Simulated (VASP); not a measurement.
# C (P6_3/mmc) in VASP: notebook

Aim: see how the results for C move with the level of theory and the settings. Levels: LDA, r2SCAN, SCAN, rSCAN, TPSS. Tasks: dielectric tensor, band structure.

The COD entry that gives the cell may itself be a prediction, so a difference from it is no test against experiment.

Program: VASP 6.6.1. These are calculated values, not measurements. Logs are shortened: lines on timing, memory, paths and dates and some standing lists are left out, and cuts for length are marked.

## Step 1: The structure

Symmetry: P6_3/mmc, No. 194, hexagonal system. The conventional cell has a = 2.522 Å, b = 2.522 Å, c = 8.237 Å, α = 90.00°, β = 90.00°, γ = 120.00°. Around C (site symmetry 3m) lie 4 C at 1.54 Å. C (site symmetry 3m) has 4 C at 1.54 Å as nearest neighbours.

This is a hexagonal form of diamond, not graphite.

## Step 2: Dielectric tensor, LDA

Input file INCAR:

```
SYSTEM = C
PREC = Accurate
ENCUT = 520
EDIFF = 1E-8
ISMEAR = 0
SIGMA = 0.02
LREAL = .FALSE.
LASPH = .TRUE.
NELM = 80
ALGO = Normal
ISIF = 2
LWAVE = .FALSE.
LCHARG = .FALSE.
GGA = CA
LEPSILON = .TRUE.
KPAR = 4
```

Input file KPOINTS:

```
regular mesh
0
G
  12 12 4
  0 0 0
```

Input file POSCAR:

```
C
1.0
    2.5221000000      0.0000000000      0.0000000000
   -1.2610500000      2.1842026709      0.0000000000
    0.0000000000      0.0000000000      8.2371000000
C
8
Direct
    0.6666666667      0.3333333333      0.8437500000
    0.3333333333      0.6666666667      0.3437500000
    0.6666666667      0.3333333333      0.6562500000
    0.3333333333      0.6666666667      0.1562500000
    0.0000000000      0.0000000000      0.9062500000
    0.0000000000      0.0000000000      0.4062500000
    0.0000000000      0.0000000000      0.5937500000
    0.0000000000      0.0000000000      0.0937500000
```

Potentials or basis: VASP PAW LDA potentials, release 64 (C).

Launch:

```bash
$ cat potpaw_LDA.64/C/POTCAR > POTCAR
$ mpirun -np 4 vasp_std > vasp.out
```

OUTCAR:

```text
SYSTEM = C
   PREC = Accurate
   ENCUT = 520
   EDIFF = 1E-8
   ISMEAR = 0
   LREAL = .FALSE.
   LASPH = .TRUE.
   NELM = 80
   ISIF = 2
   GGA = CA
   LEPSILON = .TRUE.

 ion  position               nearest neighbor table
   1  0.667  0.333  0.844-   3 1.54   5 1.54   5 1.54   5 1.54
   2  0.333  0.667  0.344-   4 1.54   6 1.54   6 1.54   6 1.54
   3  0.667  0.333  0.656-   1 1.54   7 1.54   7 1.54   7 1.54
   4  0.333  0.667  0.156-   2 1.54   8 1.54   8 1.54   8 1.54
   5  0.000  0.000  0.906-   8 1.54   1 1.54   1 1.54   1 1.54
   6  0.000  0.000  0.406-   7 1.54   2 1.54   2 1.54   2 1.54
   7  0.000  0.000  0.594-   6 1.54   3 1.54   3 1.54   3 1.54
   8  0.000  0.000  0.094-   5 1.54   4 1.54   4 1.54   4 1.54

  LATTYP: Found a hexagonal cell.
 ALAT       =     2.5221000000
 C/A-ratio  =     3.2659688355

  Lattice vectors:

 A1 = (   2.5221000000,   0.0000000000,   0.0000000000)
 A2 = (  -1.2610500000,   2.1842026709,   0.0000000000)
 A3 = (   0.0000000000,   0.0000000000,   8.2371000000)

Analysis of symmetry for initial positions (statically):
=====================================================================
 Subroutine PRICEL returns:
 Original cell was already a primitive cell.

 Routine SETGRP: Setting up the symmetry group for a
 hexagonal supercell.

 Subroutine GETGRP returns: Found 24 space group operations
 (whereof 12 operations were pure point group operations)
 out of a pool of 24 trial point group operations.

The static configuration has the point symmetry D_3d.
 The point group associated with its full space group is D_6h.

Analysis of symmetry for dynamics (positions and initial velocities):
=====================================================================
 Subroutine PRICEL returns:
 Original cell was already a primitive cell.

 Routine SETGRP: Setting up the symmetry group for a
 hexagonal supercell.

 Subroutine GETGRP returns: Found 24 space group operations
 (whereof 12 operations were pure point group operations)
 out of a pool of 24 trial point group operations.

The dynamic configuration has the point symmetry D_3d.
 The point group associated with its full space group is D_6h.

 Subroutine INISYM returns: Found 24 space group operations
 (whereof 12 operations are pure point group operations),
 and found     1 'primitive' translations

----------------------------------------------------------------------------------------
[... 770 lines left out ...]
 ------------------------------------------------------
           5.928473     0.000000     0.000000
           0.000000     5.928473    -0.000000
           0.000000     0.000000     6.023163
 ------------------------------------------------------

 Free energy of the ion-electron system (eV)
  ---------------------------------------------------
  ---------------------------------------------------
  free energy    TOTEN  =        -0.62839908 eV

  energy without entropy =       -0.62839908

------------------------ aborting loop because EDIFF is reached ----------------------------------------

--------------------------------------- Ionic step        2  -------------------------------------------

------------------------ aborting loop because EDIFF is reached ----------------------------------------

--------------------------------------- Ionic step        3  -------------------------------------------

 Free energy of the ion-electron system (eV)
  ---------------------------------------------------
  ---------------------------------------------------
  free energy    TOTEN  =        -0.64276194 eV

  energy without entropy =       -0.64276194

------------------------ aborting loop because EDIFF is reached ----------------------------------------

 PIEZOELECTRIC TENSOR FIELD DIRECTION 3  (e Angst)
 -----------------------------------------------------------------------------
    -0.00053  0.00000  0.00000           ( -0.00000  0.00000  0.00000)
    -0.00000 -0.00053  0.00000           ( -0.00000 -0.00000 -0.00000)
     0.00000 -0.00000  0.00080           (  0.00000 -0.00000  0.00000)

 PIEZOELECTRIC TENSOR FIELD DIRECTION 3  (C/m^2)
 -----------------------------------------------------------------------------
    -0.00019  0.00000  0.00000
    -0.00000 -0.00019  0.00000
     0.00000 -0.00000  0.00028

 MACROSCOPIC STATIC DIELECTRIC TENSOR (including local field effects in DFT)
 ------------------------------------------------------
           5.739049     0.000000     0.000000
          -0.000000     5.739049     0.000000
          -0.000000     0.000000     5.847733
 ------------------------------------------------------

 PIEZOELECTRIC TENSOR (including local field effects)  for field in x, y, z        (e  Angst)
          XX          YY          ZZ          XY          YZ          ZX
  --------------------------------------------------------------------------------
  x     0.00000     0.00000     0.00000     0.00000     0.00000     0.00000
  y     0.00000     0.00000     0.00000     0.00000     0.00000     0.00000
  z     0.00000     0.00000     0.00000     0.00000     0.00000     0.00000

 PIEZOELECTRIC TENSOR (including local field effects)  for field in x, y, z        (C/m^2)
          XX          YY          ZZ          XY          YZ          ZX
  --------------------------------------------------------------------------------
  x     0.00000     0.00000     0.00000     0.00000     0.00000     0.00000
  y     0.00000     0.00000     0.00000     0.00000     0.00000     0.00000
  z     0.00000     0.00000     0.00000     0.00000     0.00000     0.00000

 BORN EFFECTIVE CHARGES (including local field effects) (in |e|, cummulative output)
 ---------------------------------------------------------------------------------
 ion    1
    1    -0.02404     0.00000    -0.00000
    2     0.00000    -0.02404    -0.00000
    3     0.00000    -0.00000    -0.01617
 ion    2
    1    -0.02404     0.00000     0.00000
    2     0.00000    -0.02404     0.00000
    3     0.00000     0.00000    -0.01617
 ion    3
    1    -0.02404     0.00000     0.00000
    2     0.00000    -0.02404     0.00000
    3     0.00000     0.00000    -0.01617
 ion    4
    1    -0.02404     0.00000    -0.00000
    2     0.00000    -0.02404    -0.00000
    3     0.00000    -0.00000    -0.01617
 ion    5
    1     0.02404     0.00000     0.00000
    2     0.00000     0.02404     0.00000
    3    -0.00000    -0.00000     0.01617
 ion    6
    1     0.02404     0.00000     0.00000
    2     0.00000     0.02404     0.00000
    3    -0.00000     0.00000     0.01617
 ion    7
    1     0.02404     0.00000     0.00000
    2     0.00000     0.02404     0.00000
    3    -0.00000     0.00000     0.01617
 ion    8
    1     0.02404     0.00000     0.00000
    2     0.00000     0.02404     0.00000
    3    -0.00000    -0.00000     0.01617
```

Wall time 2.1 min (4 MPI ranks of Intel Xeon Platinum 8488C (Sapphire Rapids), shared host); peak memory 0.35 GiB.

Results:

```
Band gap on the k mesh                  : 4.37 eV, indirect (least direct gap 5.13 eV)
Electronic dielectric tensor (diagonal) : 5.74, 5.74, 5.85
Born charges (mean of the diagonal)     : C -0.02, +0.02 e
```

Levels at points of the mesh, in eV from the valence-band top:
```csv
k point,band 12,band 13,band 14,band 15,band 16,band 17,band 18,band 19,band 20,band 21
"(0.00, 0.00, 0.00)",-1.73,-1.73,-0.22,0.00,0.00,5.13,5.13,5.66,6.93,6.93
"(0.50, 0.00, 0.00)",-5.02,-5.00,-4.52,-3.70,-2.92,4.42,5.57,5.80,5.95,6.98
"(0.00, 0.00, 0.50)",-2.52,-0.67,-0.67,-0.67,-0.67,5.92,5.92,5.92,5.92,6.68
"(0.50, 0.00, 0.50)",-6.06,-4.71,-4.71,-3.65,-3.65,4.77,4.77,7.01,7.01,7.51
```

Electronic dielectric tensor:
```
5.74 0.00 0.00
0.00 5.74 0.00
0.00 0.00 5.85
```

Born effective charge tensors (e):
atom 1, C
```
-0.02  0.00  0.00
 0.00 -0.02  0.00
 0.00  0.00 -0.02
```
atom 2, C
```
-0.02  0.00  0.00
 0.00 -0.02  0.00
 0.00  0.00 -0.02
```
atom 3, C
```
-0.02  0.00  0.00
 0.00 -0.02  0.00
 0.00  0.00 -0.02
```
atom 4, C
```
-0.02  0.00  0.00
 0.00 -0.02  0.00
 0.00  0.00 -0.02
```
atom 5, C
```
0.02 0.00 0.00
0.00 0.02 0.00
0.00 0.00 0.02
```
atom 6, C
```
0.02 0.00 0.00
0.00 0.02 0.00
0.00 0.00 0.02
```
atom 7, C
```
0.02 0.00 0.00
0.00 0.02 0.00
0.00 0.00 0.02
```
atom 8, C
```
0.02 0.00 0.00
0.00 0.02 0.00
0.00 0.00 0.02
```

A k mesh can miss the band edges.

## Step 3: Band structure, r2SCAN

Input file INCAR:

```
SYSTEM = C
ALGO = Normal
EDIFF = 1E-7
ENCUT = 520
ISIF = 2
ISMEAR = -1
LASPH = .True.
LCHARG = .False.
LMIXTAU = .True.
LREAL = .False.
LWAVE = .False.
METAGGA = R2SCAN
NELM = 60
PREC = Accurate
SIGMA = 0.05
```

Input file KPOINTS:

```
k-points
0
Gamma
  12 12 4
  0 0 0
```

POSCAR is that of step 2.

Input file KPOINTS_OPT:

```
path GMKGALHA,LM,KH
20
line-mode
reciprocal
 0.0000000000  0.0000000000  0.0000000000  G
 0.5000000000  0.0000000000  0.0000000000  M

 0.5000000000  0.0000000000  0.0000000000  M
 0.3333333333  0.3333333333  0.0000000000  K

 0.3333333333  0.3333333333  0.0000000000  K
 0.0000000000  0.0000000000  0.0000000000  G

 0.0000000000  0.0000000000  0.0000000000  G
 0.0000000000  0.0000000000  0.5000000000  A

 0.0000000000  0.0000000000  0.5000000000  A
 0.5000000000  0.0000000000  0.5000000000  L

 0.5000000000  0.0000000000  0.5000000000  L
 0.3333333333  0.3333333333  0.5000000000  H

 0.3333333333  0.3333333333  0.5000000000  H
 0.0000000000  0.0000000000  0.5000000000  A

 0.5000000000  0.0000000000  0.5000000000  L
 0.5000000000  0.0000000000  0.0000000000  M

 0.3333333333  0.3333333333  0.0000000000  K
 0.3333333333  0.3333333333  0.5000000000  H
```

Potentials or basis: VASP PAW PBE potentials, release 64 (C).

Launch:

```bash
$ cat potpaw_PBE.64/C/POTCAR > POTCAR
$ mpirun -np 1 vasp_std > vasp.out
```

It took 6.5 min on 1 thread of AMD EPYC 9R45 (Zen 5), shared host; peak memory 0.17 GiB.

It converged, with:

| Quantity | Value |
| --- | --- |
| Free energy | -78.5248 eV |
| Pressure | -0.8 GPa |
| Largest force | 0.361 eV/Å |
| Band gap on the k mesh | 4.62 eV, indirect (least direct gap 5.40 eV) |
| Band gap along the path | 4.62 eV, indirect (least direct gap 5.40 eV) |

Forces in eV/Å, atoms in the order of the input:
```
C    0.000  0.000  0.331
C    0.000  0.000  0.331
C    0.000  0.000 -0.331
C    0.000  0.000 -0.331
C    0.000  0.000  0.361
C    0.000  0.000  0.361
C    0.000  0.000 -0.361
C    0.000  0.000 -0.361
```

Stress tensor (GPa, compression positive):
```
-5.21  0.00  0.00
 0.00 -5.21  0.00
 0.00  0.00  7.92
```

Levels at the corners of the path, in eV from the valence-band top:
```csv
point,band 12,band 13,band 14,band 15,band 16,band 17,band 18,band 19,band 20,band 21
Γ,-1.85,-1.85,-0.23,0.00,0.00,5.40,5.40,5.96,7.34,7.38
M,-5.32,-5.30,-4.83,-3.92,-3.12,4.68,5.83,6.17,6.31,7.25
M,-5.32,-5.30,-4.83,-3.92,-3.12,4.68,5.83,6.17,6.31,7.25
K,-7.87,-7.50,-5.97,-5.97,-4.28,6.66,6.66,8.24,8.85,8.85
K,-7.87,-7.50,-5.97,-5.97,-4.28,6.66,6.66,8.24,8.85,8.85
Γ,-1.85,-1.85,-0.23,0.00,0.00,5.40,5.40,5.96,7.34,7.34
Γ,-1.85,-1.85,-0.23,0.00,0.00,5.40,5.40,5.96,7.34,7.39
A,-2.72,-0.72,-0.72,-0.72,-0.72,6.25,6.25,6.25,6.25,7.04
A,-2.72,-0.72,-0.72,-0.72,-0.72,6.25,6.25,6.25,6.25,7.04
L,-6.41,-5.00,-5.00,-3.88,-3.88,5.05,5.05,7.48,7.48,7.92
L,-6.41,-5.00,-5.00,-3.88,-3.88,5.05,5.05,7.48,7.48,7.92
H,-8.94,-5.68,-5.68,-5.39,-5.39,5.53,5.53,10.23,10.23,11.63
H,-8.94,-5.68,-5.68,-5.39,-5.39,5.53,5.53,10.23,10.23,11.63
A,-2.72,-0.72,-0.72,-0.72,-0.72,6.25,6.25,6.25,6.26,7.04
L,-6.41,-5.00,-5.00,-3.88,-3.88,5.05,5.05,7.48,7.48,7.92
M,-5.32,-5.30,-4.83,-3.92,-3.12,4.68,5.83,6.17,6.31,7.25
K,-7.87,-7.50,-5.97,-5.97,-4.28,6.66,6.66,8.24,8.85,8.85
H,-8.94,-5.68,-5.68,-5.39,-5.39,5.53,5.53,10.23,10.23,11.63
```

Caveat: the PAW data sets were made with another functional, which shifts forces and pressure a little. r2SCAN opens gaps a little over a GGA but as a rule still falls short of measured ones.

## Step 4: Band structure, SCAN

Input file INCAR:

```
SYSTEM = C
PREC = Accurate
ENCUT = 520
EDIFF = 1E-7
ISMEAR = -1
SIGMA = 0.05
LREAL = .False.
LASPH = .True.
NELM = 100
ALGO = Normal
ISIF = 2
LWAVE = .False.
LCHARG = .False.
METAGGA = SCAN
LMIXTAU = .True.
NBANDS = 26
```

Input file KPOINTS:

```
Automatic mesh
0
Gamma
  12 12 4
  0 0 0
```

POSCAR is that of step 3.

Edit KPOINTS_OPT of step 3 so:

```diff
@@ -1,3 +1,3 @@
 path GMKGALHA,LM,KH
-20
+15
 line-mode
```

Launch:

```bash
$ cat potpaw_PBE.64/C/POTCAR > POTCAR
$ mpirun -np 1 vasp_std > vasp.out
```

Wall time 7.8 min (1 thread of AMD EPYC 9R45 (Zen 5), shared host); peak memory 0.18 GiB.

Results (log left out):

```
Free energy             : -79.9193 eV
Pressure                : -3.7 GPa
Largest force           : 0.353 eV/Å
Band gap on the k mesh  : 4.80 eV, indirect (least direct gap 5.69 eV)
Band gap along the path : 4.81 eV, indirect (least direct gap 5.69 eV)
```

Forces in eV/Å, atoms in the order of the input:
```
C    0.000  0.000  0.333
C    0.000  0.000  0.333
C    0.000  0.000 -0.333
C    0.000  0.000 -0.333
C    0.000  0.000  0.353
C    0.000  0.000  0.353
C    0.000  0.000 -0.353
C    0.000  0.000 -0.353
```

Stress tensor (GPa, compression positive):
```
-7.99  0.00  0.00
 0.00 -7.99  0.00
 0.00  0.00  4.95
```

Levels at the corners of the path, in eV from the valence-band top:
```tsv
point	band 14	band 15	band 16	band 17	band 18	band 19
Γ	-0.24	0.00	0.00	5.69	5.69	6.25
M	-4.73	-3.83	-3.04	4.86	6.00	6.37
M	-4.73	-3.83	-3.04	4.86	6.00	6.37
K	-5.85	-5.85	-4.19	6.79	6.79	8.47
K	-5.85	-5.85	-4.19	6.79	6.79	8.47
Γ	-0.24	0.00	0.00	5.69	5.69	6.25
Γ	-0.24	0.00	0.00	5.69	5.69	6.25
A	-0.70	-0.70	-0.70	6.51	6.51	6.51
A	-0.70	-0.70	-0.70	6.51	6.51	6.51
L	-4.89	-3.79	-3.79	5.23	5.23	7.62
L	-4.89	-3.79	-3.79	5.23	5.23	7.62
H	-5.57	-5.28	-5.28	5.69	5.69	10.45
H	-5.57	-5.28	-5.28	5.69	5.69	10.45
A	-0.70	-0.70	-0.70	6.51	6.51	6.51
L	-4.89	-3.79	-3.79	5.23	5.23	7.62
M	-4.73	-3.83	-3.04	4.86	6.00	6.37
K	-5.85	-5.85	-4.19	6.79	6.79	8.47
H	-5.57	-5.28	-5.28	5.69	5.69	10.45
```

Caveat: the PAW data sets were made with another functional, which shifts forces and pressure a little.

## Step 5: Band structure, rSCAN

Input file INCAR:

```
SYSTEM = C
PREC = Accurate
ENCUT = 520
EDIFF = 1E-6
ISMEAR = -1
SIGMA = 0.05
LREAL = .FALSE.
LASPH = .TRUE.
NELM = 60
ALGO = Normal
ISIF = 2
LWAVE = .FALSE.
LCHARG = .FALSE.
METAGGA = RSCAN
LMIXTAU = .TRUE.
```

Input file KPOINTS:

```
regular mesh
0
G
  12 12 4
  0 0 0
```

POSCAR is that of step 4.

KPOINTS_OPT is that of step 4.

Launch:

```bash
$ cat potpaw_PBE.64/C/POTCAR > POTCAR
$ mpirun -np 1 vasp_std > vasp.out
```

It took 4.8 min on 1 thread of AMD EPYC 9R45 (Zen 5), shared host; peak memory 0.17 GiB.

It converged, with:

- Free energy: -81.5087 eV
- Pressure: -2.9 GPa
- Largest force: 0.360 eV/Å
- Band gap on the k mesh: 4.66 eV, indirect (least direct gap 5.40 eV)
- Band gap along the path: 4.66 eV, indirect (least direct gap 5.40 eV)

Forces in eV/Å, atoms in the order of the input:
```
C    0.000  0.000  0.330
C    0.000  0.000  0.330
C    0.000  0.000 -0.330
C    0.000  0.000 -0.330
C    0.000  0.000  0.360
C    0.000  0.000  0.360
C    0.000  0.000 -0.360
C    0.000  0.000 -0.360
```

Stress tensor (GPa, compression positive):
```
-7.28  0.00  0.00
 0.00 -7.28  0.00
 0.00  0.00  5.81
```

Levels at the corners of the path, in eV from the valence-band top:
| point | band 14 | band 15 | band 16 | band 17 | band 18 | band 19 |
| --- | --- | --- | --- | --- | --- | --- |
| Γ | -0.23 | 0.00 | 0.00 | 5.40 | 5.40 | 5.96 |
| M | -4.82 | -3.91 | -3.11 | 4.72 | 5.87 | 6.20 |
| M | -4.82 | -3.91 | -3.11 | 4.72 | 5.87 | 6.20 |
| K | -5.95 | -5.95 | -4.28 | 6.69 | 6.69 | 8.26 |
| K | -5.95 | -5.95 | -4.28 | 6.69 | 6.69 | 8.26 |
| Γ | -0.23 | 0.00 | 0.00 | 5.40 | 5.40 | 5.96 |
| Γ | -0.23 | 0.00 | 0.00 | 5.40 | 5.40 | 5.96 |
| A | -0.72 | -0.72 | -0.72 | 6.25 | 6.25 | 6.25 |
| A | -0.72 | -0.72 | -0.72 | 6.25 | 6.25 | 6.25 |
| L | -4.98 | -3.87 | -3.87 | 5.09 | 5.09 | 7.51 |
| L | -4.98 | -3.87 | -3.87 | 5.09 | 5.09 | 7.51 |
| H | -5.67 | -5.38 | -5.38 | 5.57 | 5.57 | 10.23 |
| H | -5.67 | -5.38 | -5.38 | 5.57 | 5.57 | 10.23 |
| A | -0.72 | -0.72 | -0.72 | 6.25 | 6.25 | 6.25 |
| L | -4.98 | -3.87 | -3.87 | 5.09 | 5.09 | 7.51 |
| M | -4.82 | -3.91 | -3.11 | 4.72 | 5.87 | 6.20 |
| K | -5.95 | -5.95 | -4.28 | 6.69 | 6.69 | 8.26 |
| H | -5.67 | -5.38 | -5.38 | 5.57 | 5.57 | 10.23 |

Caveat: the PAW data sets were made with another functional, which shifts forces and pressure a little.

(Part 1 of 2 ends here.)
